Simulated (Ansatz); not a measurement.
BaTiO3:

```
Ba Ti O
1.0
    -2.82767   -1.63255   -2.31773
     2.82767   -4.89766    0.00000
    -2.82767   -1.63255    4.63546
Ba Ti O
2 2 6
Direct
  0.01575 0.99511 0.97326
  0.98425 0.50489 0.52674
  0.50386 0.98954 0.50362
  0.46814 0.51046 0.02438
  0.53055 0.23162 0.73316
  0.48625 0.75828 0.23994
  0.47922 0.75734 0.73348
  0.53758 0.25276 0.23962
  0.99089 0.02893 0.47950
  0.04611 0.47107 0.00370
```

```yaml
Program: Ansatz 0.2.0
Task: relaxation of cell and atoms
Functional: BLYP
Dispersion: D3(BJ)
Potentials_or_basis: Ansatz PAW
Cutoff: "420 eV (not typed: the program's choice for these potentials)"
k_mesh: 7 × 5 × 5
Occupations: fermi-dirac, width 0.05 eV
Spin: no spin polarisation
```

At the start: volume 12.84 Å³/atom.

Q: Where does the relaxation end?

A: It ends after 9 steps and the volume is 13.06 Å³/atom (+1.7 %); space group R3m (No. 160, to 0.05 Å).

Step by step:
```tsv
step	energy change (eV)	largest force (eV/Å)	volume (Å³)
1	0.0000	3.3242	128.39
2	-0.7198	1.7468	131.33
3	-1.0085	0.1540	129.47
4	-1.0146	0.1189	130.12
5	-1.0178	0.0099	130.58
6	-1.0185	0.0015	130.51
7	-1.0274	0.0016	130.51
8	-1.0270	0.0009	130.63
9	-1.0275	0.0009	130.63
```

Final structure:
```
Ba Ti O
1.0
    -2.84357   -1.64176   -2.33317
     2.84288   -4.92376   -0.00022
    -2.84278   -1.64099    4.66483
Ba Ti O
2 2 6
Direct
  0.99712 0.99999 0.00279
  0.99712 0.49998 0.50279
  0.48469 0.99997 0.51513
  0.48470 0.49997 0.01513
  0.51064 0.24629 0.73567
  0.51065 0.74629 0.23567
  0.51063 0.75375 0.73566
  0.51063 0.25375 0.23566
  0.01822 0.00001 0.48944
  0.01821 0.50001 0.98944
```

Caveat: the plane-wave basis is chosen anew once the cell has moved, so the energies of steps on either side of that aren't comparable; the pressure holds a Pulay correction of +0.6 GPa for the finite cutoff; the PAW data sets come from PBE, with cores solved anew for the run's functional, which leaves a small shift of forces and pressure.
